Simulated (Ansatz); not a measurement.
A (221) slab of Cu (Fm-3m (No. 225)), 19 planes, outer planes Cu (top) and Cu (bottom), with 19 atoms (Cu19) in a surface cell of A = 19.046 Å², as cut from the bulk:

```
CELL_PARAMETERS angstrom
2.51968 0.00000 0.00000
0.00000 7.55905 0.00000
0.00000 0.00000 25.69012
ATOMIC_POSITIONS crystal
Cu 0.50000 0.27778 0.29194
Cu 0.00000 0.55556 0.31506
Cu 0.50000 0.83333 0.33818
Cu 0.00000 0.11111 0.36129
Cu 0.50000 0.38889 0.38441
Cu 0.00000 0.66667 0.40753
Cu 0.50000 0.94444 0.43065
Cu 0.00000 0.22222 0.45376
Cu 0.50000 0.50000 0.47688
Cu 0.00000 0.77778 0.50000
Cu 0.50000 0.05556 0.52312
Cu 0.00000 0.33333 0.54624
Cu 0.50000 0.61111 0.56935
Cu 0.00000 0.88889 0.59247
Cu 0.50000 0.16667 0.61559
Cu 0.00000 0.44444 0.63871
Cu 0.50000 0.72222 0.66182
Cu 0.00000 0.00000 0.68494
Cu 0.50000 0.27778 0.70806
```

These are results of DFT PBEsol, scalar-relativistic, plane waves, PAW (Ansatz 0.2.0), not measurements. Settings: cutoff 420 eV, Γ-centred mesh 14×5×1 on the computed 19-atom cell, Gaussian smearing of 0.10 eV; no spin polarisation. The cell repeats along c with a dipole correction in the vacuum.

Against the same 19 atoms in the bulk, the slab as cut lies 4.478 eV higher and the relaxed slab 4.387 eV higher.

Q: Work out the surface energy before and after relaxation.

A: The slab has two faces, so γ = (E_slab − N·E_bulk)/(2A), the mean of both. As cut: 4.478/(2 × 19.046) = 0.1176 eV/Å², and 1 eV/Å² = 16.02 J/m², so γ = 1.88 J/m². Relaxed: 4.387/(2 × 19.046) = 0.1152 eV/Å² = 1.84 J/m². Relaxation recovers 2 % of the cost of cutting.

Q: A cut through this plane breaks about 12 nearest-neighbour bonds a surface cell. What does each broken bond cost, before relaxation?

A: One cut makes two faces and costs 2γA = 4.478 eV, shared by 12 bonds: 0.37 eV a bond. In a metal this is less than the cohesive energy a bond, since the bonds that remain at the surface strengthen.

Q: What is the ideal work of this cut, per area?

A: Griffith's ideal work is 2γ: 3.77 J/m² if the new faces stay rigid, 3.69 J/m² if they relax. One thickness was run, 19 planes, so γ can still shift with it.